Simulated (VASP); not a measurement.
# ZnCu2SnSe4 (I-4) in VASP: further runs

One crystal, ZnCu2SnSe4, is run at these levels: PBE; tasks: relaxation of cell and atoms.

All numbers are computed with VASP 6.6.1; they aren't measurements. Logs are shortened: lines on timing, memory, paths and dates and some standing lists are left out, and cuts for length are marked.

## (1) The crystal as given

Symmetry: I-4, No. 82, tetragonal system. The conventional cell has a = 5.771 Å, b = 5.771 Å, c = 11.480 Å, α = 90.00°, β = 90.00°, γ = 90.00°. Zn (site symmetry -4) is surrounded by 4 Se at 2.49 Å. Cu (site symmetry -4) has 4 Se at 2.44 Å as nearest neighbours. Cu (site symmetry -4) has 4 Se at 2.44 Å as nearest neighbours. Sn (site symmetry -4) has 4 Se at 2.62 Å as nearest neighbours. Se (site symmetry 1) has 2 Cu at 2.44 Å and 1 Zn at 2.49 Å and 1 Sn at 2.62 Å as nearest neighbours.

The cell comes from a database or a generator and needn't be the stable form of this composition.

## (2) Relaxation of cell and atoms, PBE

INCAR

```
SYSTEM = ZnCu2SnSe4
  ALGO = Normal
  EDIFF = 1E-6
  EDIFFG = -0.01
  ENCUT = 600
  GGA = PE
  IBRION = 2
  ISIF = 3
  ISMEAR = 1
  KPAR = 4
  LASPH = .True.
  LCHARG = .False.
  LREAL = .False.
  LWAVE = .False.
  NELM = 80
  NSW = 90
  PREC = Accurate
  SIGMA = 0.1
```

KPOINTS

```
k-points
0
Gamma
  10 10 10
  0 0 0
```

POSCAR

```
ZnCu2SnSe4
1.0
   -2.8856370000      2.8856370000      5.7398310000
    2.8856370000     -2.8856370000      5.7398310000
    2.8856370000      2.8856370000     -5.7398310000
Zn Cu Sn Se
1 2 1 4
Direct
    0.7500000000      0.2500000000      0.5000000000
    0.2500000000      0.7500000000      0.5000000000
    0.0000000000      0.0000000000      0.0000000000
    0.5000000000      0.5000000000      0.0000000000
    0.6297540000      0.6365340000      0.5262470000
    0.1102870000      0.1035070000      0.4737530000
    0.8964930000      0.3702460000      0.0067800000
    0.3634660000      0.8897130000      0.9932200000
```

Potentials or basis: VASP PAW PBE potentials, release 64 (Zn, Cu, Sn_d, Se).

Run with:

```
cat potpaw_PBE.64/Zn/POTCAR potpaw_PBE.64/Cu/POTCAR potpaw_PBE.64/Sn_d/POTCAR potpaw_PBE.64/Se/POTCAR > POTCAR
mpirun -np 4 vasp_std > vasp.out
```

OUTCAR:

```text
SYSTEM = ZnCu2SnSe4
   EDIFF = 1E-6
   EDIFFG = -0.01
   ENCUT = 600
   GGA = PE
   IBRION = 2
   ISIF = 3
   ISMEAR = 1
   LASPH = .True.
   LREAL = .False.
   NELM = 80
   NSW = 90
   PREC = Accurate

 ion  position               nearest neighbor table
   1  0.750  0.250  0.500-   7 2.49   5 2.49   6 2.49   8 2.49
   2  0.250  0.750  0.500-   5 2.44   6 2.44   8 2.44   7 2.44
   3  0.000  0.000  0.000-   5 2.44   6 2.44   7 2.44   8 2.44
   4  0.500  0.500  0.000-   5 2.62   8 2.62   7 2.62   6 2.62
   5  0.630  0.637  0.526-   2 2.44   3 2.44   1 2.49   4 2.62
   6  0.110  0.104  0.474-   2 2.44   3 2.44   1 2.49   4 2.62
   7  0.896  0.370  0.007-   2 2.44   3 2.44   1 2.49   4 2.62
   8  0.363  0.890  0.993-   2 2.44   3 2.44   1 2.49   4 2.62

  LATTYP: Found a body centered tetragonal cell.
 ALAT       =     5.7712740000
 C/A-ratio  =     1.9891036191

  Lattice vectors:

 A1 = (  -2.8856370000,   2.8856370000,   5.7398310000)
 A2 = (   2.8856370000,  -2.8856370000,   5.7398310000)
 A3 = (   2.8856370000,   2.8856370000,  -5.7398310000)

Analysis of symmetry for initial positions (statically):
=====================================================================
 Subroutine PRICEL returns:
 Original cell was already a primitive cell.

 Routine SETGRP: Setting up the symmetry group for a
 body centered tetragonal supercell.

 Subroutine GETGRP returns: Found  4 space group operations
 (whereof  4 operations were pure point group operations)
 out of a pool of 16 trial point group operations.

The static configuration has the point symmetry S_4 .

Analysis of symmetry for dynamics (positions and initial velocities):
=====================================================================
 Subroutine PRICEL returns:
 Original cell was already a primitive cell.

 Routine SETGRP: Setting up the symmetry group for a
 body centered tetragonal supercell.

 Subroutine GETGRP returns: Found  4 space group operations
 (whereof  4 operations were pure point group operations)
 out of a pool of 16 trial point group operations.

The dynamic configuration has the point symmetry S_4 .

 Subroutine INISYM returns: Found  4 space group operations
 (whereof  4 operations are pure point group operations),
 and found     1 'primitive' translations

----------------------------------------------------------------------------------------

                                     Primitive cell

  volume of cell :     191.1800

  direct lattice vectors                    reciprocal lattice vectors
    -2.885637000  2.885637000  5.739831000     0.000000000  0.173271967  0.087110579
     2.885637000 -2.885637000  5.739831000     0.173271967  0.000000000  0.087110579
     2.885637000  2.885637000 -5.739831000     0.173271967  0.173271967  0.000000000

  length of vectors
     7.042688528  7.042688528  7.042688528     0.193936659  0.193936659  0.245043566

  position of ions in fractional coordinates (direct lattice)
     0.750000000  0.250000000  0.500000000
     0.250000000  0.750000000  0.500000000
     0.000000000  0.000000000  0.000000000
     0.500000000  0.500000000  0.000000000
     0.629754000  0.636534000  0.526247000
     0.110287000  0.103507000  0.473753000
     0.896493000  0.370246000  0.006780000
     0.363466000  0.889713000  0.993220000

  ion indices of the primitive-cell ions
   primitive index   ion index
                 1           1
                 2           2
                 3           3
                 4           4
                 5           5
                 6           6
                 7           7
                 8           8

----------------------------------------------------------------------------------------

 KPOINTS: k-points

Automatic generation of k-mesh.
 Grid dimensions read from file:
 generate k-points for:   10   10   10

 Generating k-lattice:

  Cartesian coordinates                     Fractional coordinates (reciprocal lattice)
     0.000000000  0.017327197  0.008711058     0.100000000 -0.000000000  0.000000000
     0.017327197  0.000000000  0.008711058    -0.000000000  0.100000000  0.000000000
     0.017327197  0.017327197  0.000000000     0.000000000  0.000000000  0.100000000

  Length of vectors
     0.019393666  0.019393666  0.024504357

  Shift w.r.t. Gamma in fractional coordinates (k-lattice)
     0.000000000  0.000000000  0.000000000

 Subroutine IBZKPT returns following result:
 ===========================================

 Found    144 irreducible k-points:

 Following reciprocal coordinates:
            Coordinates               Weight
  0.000000  0.000000  0.000000      1.000000
  0.100000 -0.000000  0.000000      8.000000
  0.200000 -0.000000  0.000000      8.000000
  0.300000 -0.000000  0.000000      8.000000
  0.400000  0.000000 -0.000000      8.000000
  0.500000 -0.000000  0.000000      4.000000
[... 16 lines left out ...]
  0.200000  0.200000  0.000000      8.000000
  0.300000  0.200000  0.000000      8.000000
 [... further k-points ...]
   k-points           NKPTS =    144   k-points in BZ     NKDIM =    144   number of bands    NBANDS=     43
   number of dos      NEDOS =    301   number of ions     NIONS =      8
   total plane-waves  NPLWV = 175616
   dimension x,y,z NGX =    56 NGY =   56 NGZ =   56
   dimension x,y,z NGXF=   112 NGYF=  112 NGZF=  112
   ions per type =               1   2   1   4
   NGX,Y,Z   is equivalent  to a cutoff of  13.22, 13.22, 13.22 a.u.
   NGXF,Y,Z  is equivalent  to a cutoff of  26.44, 26.44, 26.44 a.u.
 SYSTEM =  ZnCu2SnSe4
   PREC   = accura    normal or accurate (medium, high low for compatibility)
   ISTART =      0    job   : 0-new  1-cont  2-samecut
   ICHARG =      2    charge: 1-file 2-atom 10-const
   ISPIN  =      1    spin polarized calculation?
   LNONCOLLINEAR =      F non collinear calculations
   LSORBIT =      F    spin-orbit coupling
   LASPH  =      T    aspherical Exc in radial PAW
   ENCUT  =  600.0 eV  44.10 Ry    6.64 a.u.  14.07 14.07 14.07*2*pi/ulx,y,z
   NELM   =     80;   NELMIN=  2; NELMDL= -5     # of ELM steps
   EDIFF  = 0.1E-05   stopping-criterion for ELM
   LREAL  =      F    real-space projection
   EDIFFG = -.1E-01   stopping-criterion for IOM
   NSW    =     90    number of steps for IOM
   IBRION =      2    ionic relax: 0-MD 1-quasi-New 2-CG
   NFREE  =      1    steps in history (QN), initial steepest desc. (CG)
   ISIF   =      3    stress and relaxation
   ISYM   =      2    0-nonsym 1-usesym 2-fastsym
   POTIM  = 0.5000    time-step for ionic-motion
   TEBEG  =    0.0;   TEEND  =   0.0 temperature during run
   PSTRESS=    0.0 pullay stress
   NELECT =      72.0000    total number of electrons
   NUPDOWN=      -1.0000    fix difference up-down
   EMIN   =  10.00;   EMAX   =-10.00  energy-range for DOS
   EFERMI =   0.00;   METHOD = LEGACY
   ISMEAR =     1;   SIGMA  =   0.10  broadening in eV -4-tet -1-fermi 0-gaus
   EFERMI_NEDOS =   21; number of points for ismear=-14 and -15
   IALGO  =     38    algorithm
   IMIX   =      4    mixing-type and parameters
     AMIX     =   0.40;   BMIX     =  1.00
     AMIX_MAG =   1.60;   BMIX_MAG =  1.00
  volume/ion in A,a.u.               =      23.90       161.27
  Fermi-wavevector in a.u.,A,eV,Ry     =   1.182238  2.234105 19.016675  1.397686
  Thomas-Fermi vector in A             =   2.318496
   LORBIT       =      0    0 simple, 1 ext, 2 COOP (PROOUT), +10 PAW based schemes
   GGA     = PE    functional components
   LHFCALC =     F    Hartree Fock is set to
   AEXX    =    0.0000 exact exchange contribution
   IVDW    =     0    specifies the selected vdW correction
   LEPSILON=     F    determine dielectric tensor
   LRPA    =     F    only Hartree local field effects (RPA)
 conjugate gradient relaxation of ions
 non-spin polarized calculation
 Methfessel and Paxton  Order N= 1 SIGMA  =   0.10
  energy-cutoff  :      600.00
  volume of cell :      191.18
 maximum number of plane-waves:      6427
   NGX = 29   NGY = 29   NGZ = 29

--------------------------------------- Ionic step        1  -------------------------------------------

 number of electron      71.9999996 magnetization

 Free energy of the ion-electron system (eV)
  ---------------------------------------------------
  ext. energy  EPLUGINS =         0.00000000
  ---------------------------------------------------
  free energy    TOTEN  =       -29.58985149 eV

  energy without entropy =      -29.59062863  energy(sigma->0) =      -29.59011054

------------------------ aborting loop because EDIFF is reached ----------------------------------------

  FORCE on cell =-STRESS in cart. coord.  units (eV):
  Direction    XX          YY          ZZ          XY          YZ          ZX
  --------------------------------------------------------------------------------------
  -------------------------------------------------------------------------------------
  Total        0.2676059      0.2676059      0.4111706     -0.0000001      0.0000000     -0.0000000
  in kB        2.2426620      2.2426620      3.4458003     -0.0000009      0.0000000     -0.0000000
  external PRESSURE =       2.6437081 kB  Pullay stress =       0.0000000 kB
[... 195 lines left out ...]
  energy  without entropy=      -29.5936245180  energy(sigma->0) =      -29.59310442

--------------------------------------- Ionic step        6  -------------------------------------------

 number of electron      72.0000000 magnetization

 Free energy of the ion-electron system (eV)
  ---------------------------------------------------
  ext. energy  EPLUGINS =         0.00000000
  ---------------------------------------------------
  free energy    TOTEN  =       -29.59286321 eV

  energy without entropy =      -29.59364507  energy(sigma->0) =      -29.59312383

 E-fermi :   3.5784     XC(G=0):  -9.2846

 val. band max:        3.5513902986   @ k =   0.0000   0.0000   0.0000
 cond. band min:       3.5874382419   @ k =   0.0000   0.0000   0.0000
 fundamental gap:      0.0360479433
 Fermi energy:         3.5783605289

 k-point     1 :       0.0000    0.0000    0.0000
  band No.  band energies     occupation
      1     -18.5914      2.00000
      2     -18.5886      2.00000
      3     -18.5886      2.00000
      4     -18.5434      2.00000
      5     -18.5403      2.00000
      6     -10.5231      2.00000
[... 1093 lines left out ...]
     42       8.1808      0.00000
     43       8.5814      0.00000

 [... further k-points ...]

------------------------ aborting loop because EDIFF is reached ----------------------------------------

  FORCE on cell =-STRESS in cart. coord.  units (eV):
  Direction    XX          YY          ZZ          XY          YZ          ZX
  --------------------------------------------------------------------------------------
  -------------------------------------------------------------------------------------
  Total       -0.0292790     -0.0292790      0.0407814     -0.0000001      0.0000000      0.0000000
  in kB       -0.2444263     -0.2444263      0.3404504     -0.0000009      0.0000000      0.0000000
  external PRESSURE =      -0.0494674 kB  Pullay stress =       0.0000000 kB
[... 23 lines left out ...]
  FREE ENERGIE OF THE ION-ELECTRON SYSTEM (eV)
  ---------------------------------------------------
  free  energy   TOTEN  =       -29.5928632058 eV

  energy  without entropy=      -29.5936450748  energy(sigma->0) =      -29.59312383

 reached required accuracy - stopping structural energy minimisation
```

Run time: 24 min. Hardware: 4 MPI ranks of AMD EPYC 9R45 (Zen 5), shared host; peak memory 1.5 GiB.

Results:

| Quantity | Value |
| --- | --- |
| Free energy | -29.5929 eV |
| Relaxed volume | 23.99 Å³/atom |
| Relaxed cell | a = 7.059 Å, b = 7.059 Å, c = 7.059 Å, α = 131.73°, β = 131.73°, γ = 70.66° |
| Space group after relaxing (to 0.05 Å) | I-4 (No. 82) |
| Energy gained by relaxing | 0.4 meV/atom |
| Ionic steps | 6 |
| Pressure after relaxing | 0.0 GPa |
| Largest force after relaxing | 0.006 eV/Å |
| Band gap on the k mesh | 0.04 eV, direct |

Forces on the atoms (eV/Å):
```
Zn   0.000  0.000  0.000
Cu   0.000  0.000  0.000
Cu   0.000  0.000  0.000
Sn   0.000  0.000  0.000
Se  -0.003  0.003  0.005
Se   0.003 -0.003  0.005
Se  -0.003 -0.003 -0.005
Se   0.003  0.003 -0.005
```

Step by step:
```csv
step,energy change (eV),largest force (eV/Å),pressure (GPa),volume (Å³)
1,0.0000,0.0928,0.26,191.18
2,-0.0020,0.0519,-0.07,192.27
3,-0.0021,0.0471,-0.13,192.45
4,-0.0028,0.0217,-0.07,192.19
5,-0.0030,0.0115,0.01,191.85
6,-0.0030,0.0061,0.00,191.92
```

Final structure:
```xyz
8
Lattice="-2.8864 2.8864 5.7590 2.8864 -2.8864 5.7590 2.8864 2.8864 -5.7590" Properties=species:S:1:pos:R:3 pbc="T T T"
Zn    0.0000    2.8864    2.8795
Cu    2.8864    0.0000    2.8795
Cu    0.0000    0.0000    0.0000
Sn    0.0000    0.0000    5.7590
Se    1.5502    1.4969    4.2595
Se    1.3362    1.3895   -1.4995
Se   -1.4969    1.5502    7.2585
Se    4.3833    1.3362    1.4995
```

Caveat: spin-orbit coupling is left out, which moves the levels of the heavy elements. A k mesh can miss the band edges.

## (3) Relaxation of cell and atoms, PBE

This run uses another cell than the first one, of 23.99 Å³/atom, 1.004 times its volume.

Edit INCAR of step 2 so:

```diff
@@ -2,4 +2,4 @@
   ALGO = Normal
-  EDIFF = 1E-6
-  EDIFFG = -0.01
+  EDIFF = 1E-7
+  EDIFFG = -0.005
   ENCUT = 600
```

KPOINTS is that of step 2.

POSCAR

```
ZnCu2SnSe4                              
1.0
   -2.8863957767      2.8863957646      5.7589970935
    2.8863957767     -2.8863957646      5.7589970935
    2.8863957646      2.8863957767     -5.7589970935
  Zn              Cu              Sn              Se            
     1     2     1     4
Direct
     0.7500000000000000    0.2500000000000000    0.5000000000000000
     0.2500000000000000    0.7500000000000000    0.5000000000000000
     0.0000000000000000    0.0000000000000000    0.0000000000000000
     0.5000000000000000    0.5000000000000000    0.0000000000000000
     0.6291036076992492    0.6383412007186123    0.5278274180487206
     0.1105137826698917    0.1012761896505285    0.4721725819512793
     0.8987238103494715    0.3708963923007508    0.0092375930193632
     0.3616587992813876    0.8894862173301084    0.9907624069806369
```

Potentials or basis: VASP PAW PBE potentials, release 64 (Zn, Cu, Sn_d, Se).

Run with:

```
cat potpaw_PBE.64/Zn/POTCAR potpaw_PBE.64/Cu/POTCAR potpaw_PBE.64/Sn_d/POTCAR potpaw_PBE.64/Se/POTCAR > POTCAR
mpirun -np 4 vasp_std > vasp.out
```

It took 11 min on 4 MPI ranks of AMD EPYC 9R45 (Zen 5), shared host; peak memory 1.5 GiB.

The run converged. Its results:

* Free energy: -29.5930 eV
* Relaxed volume: 24.00 Å³/atom
* Relaxed cell: a = 7.061 Å, b = 7.061 Å, c = 7.061 Å, α = 131.74°, β = 131.74°, γ = 70.63°
* Space group after relaxing (to 0.05 Å): I-4 (No. 82)
* Energy gained by relaxing: 0.0 meV/atom
* Ionic steps: 2
* Pressure after relaxing: 0.0 GPa
* Largest force after relaxing: 0.004 eV/Å
* Band gap on the k mesh: 0.03 eV, direct

Forces in eV/Å, atoms in the order of the input:
```
Zn   0.000  0.000  0.000
Cu   0.000  0.000  0.000
Cu   0.000  0.000  0.000
Sn   0.000  0.000  0.000
Se  -0.001  0.002  0.004
Se   0.001 -0.002  0.004
Se  -0.002 -0.001 -0.004
Se   0.002  0.001 -0.004
```

Final structure:
```cif
data_structure
_symmetry_space_group_name_H-M 'P 1'
_symmetry_Int_Tables_number 1
_cell_length_a 7.0609
_cell_length_b 7.0609
_cell_length_c 7.0609
_cell_angle_alpha 131.744
_cell_angle_beta 131.744
_cell_angle_gamma 70.634
_cell_volume 191.99
loop_
_atom_site_label
_atom_site_type_symbol
_atom_site_fract_x
_atom_site_fract_y
_atom_site_fract_z
_atom_site_occupancy
Zn1 Zn 0.75000 0.25000 0.50000 1
Cu1 Cu 0.25000 0.75000 0.50000 1
Cu2 Cu 0.00000 0.00000 0.00000 1
Sn1 Sn 0.50000 0.50000 0.00000 1
Se1 Se 0.62915 0.63834 0.52783 1
Se2 Se 0.11051 0.10132 0.47217 1
Se3 Se 0.89868 0.37085 0.00919 1
Se4 Se 0.36166 0.88949 0.99081 1
```

Levels at points of the mesh, in eV from the valence-band top:
| k point | band 33 | band 34 | band 35 | band 36 | band 37 | band 38 | band 39 | band 40 |
| --- | --- | --- | --- | --- | --- | --- | --- | --- |
| (0.00, 0.00, 0.00) | -1.46 | -0.28 | 0.00 | 0.00 | 0.03 | 1.79 | 2.26 | 3.39 |
| (0.50, 0.00, 0.00) | -1.17 | -1.11 | -1.02 | -0.52 | 1.26 | 2.77 | 2.89 | 3.76 |
| (0.50, 0.50, 0.00) | -0.82 | -0.71 | -0.50 | -0.35 | 0.15 | 1.79 | 2.61 | 3.66 |
| (0.50, 0.50, 0.50) | -1.07 | -1.07 | -0.84 | -0.84 | 0.86 | 1.84 | 1.84 | 2.05 |

Caveat: spin-orbit coupling is left out, which moves the levels of the heavy elements. A k mesh can miss the band edges.
